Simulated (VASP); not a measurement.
Set up this calculation in VASP 6.6.1, as the native input.

| Item | Value |
| --- | --- |
| Task | single point |
| Functional | r2SCAN |
| Potentials or basis | VASP PAW PBE potentials, release 64 (Cd, O) |
| Cutoff | 520 eV |
| k mesh | 4 × 4 × 4 |
| Occupations | gaussian, width 0.1 eV |
| Spin | no spin polarisation |
| Dipole correction | no |
| Further INCAR settings | ALGO = Normal; EDIFF = 1e-06; NBANDS = 39 |

The system is Cd2O.

```
CELL_PARAMETERS angstrom
4.34464 0.00000 0.00000
0.00000 4.34464 0.00000
0.00000 0.00000 6.25460
ATOMIC_POSITIONS crystal
Cd 0.00000 0.50000 0.20300
Cd 0.00000 0.50000 0.70300
Cd 0.50000 0.00000 0.29700
Cd 0.50000 0.00000 0.79700
O 0.00000 0.00000 0.00000
O 0.50000 0.50000 0.50000
```

The cell was built by a generator and needn't be a form met in nature.

The input as run:

POSCAR

```
Cd2O
1.0
    4.3446361841      0.0000000000      0.0000000000
    0.0000000000      4.3446361841      0.0000000000
    0.0000000000      0.0000000000      6.2546040225
Cd O
4 2
Direct
    0.0000000000      0.5000000000      0.2030000000
    0.0000000000      0.5000000000      0.7030000000
    0.5000000000      0.0000000000      0.2970000000
    0.5000000000      0.0000000000      0.7970000000
    0.0000000000      0.0000000000      0.0000000000
    0.5000000000      0.5000000000      0.5000000000
```

INCAR.step1

```
PREC = Accurate
ENCUT = 520
ISMEAR = 0
SIGMA = 0.1
LREAL = F
LASPH = T
NELM = 100
NBANDS = 39
GGA = PE
ALGO = Normal
EDIFF = 1E-4
LWAVE = T
LCHARG = F
```

INCAR.step2

```
PREC = Accurate
ENCUT = 520
EDIFF = 1E-6
ISMEAR = 0
SIGMA = 0.1
LREAL = F
LASPH = T
NELM = 100
ALGO = Normal
ISIF = 2
LWAVE = F
LCHARG = F
METAGGA = R2SCAN
LMIXTAU = T
NBANDS = 39
ISTART = 1
```

KPOINTS

```
Automatic mesh
0
Gamma
  4 4 4
```

Potentials or basis: VASP PAW PBE potentials, release 64 (Cd, O).

Launch:

```sh
$ cat potpaw_PBE.64/Cd/POTCAR potpaw_PBE.64/O/POTCAR > POTCAR
$ cp INCAR.step1 INCAR
$ mpirun -np 1 vasp_std > vasp.out
$ cp INCAR.step2 INCAR
$ mpirun -np 1 vasp_std > vasp.out
```

Results of the run:

The pressure is -8.3 GPa. The largest force is 0.280 eV/Å and the band gap on the k mesh is none (metal or under the smearing width).

Caveat: the k mesh is coarse (spacing up to 0.36 Å⁻¹), so the values aren't converged; the PAW data sets were made with another functional, which shifts forces and pressure a little.

It took 3.3 min on 1 thread of Intel(R) Xeon(R) Platinum 8559C (Emerald Rapids), on a shared host, peak memory 0.25 GiB.
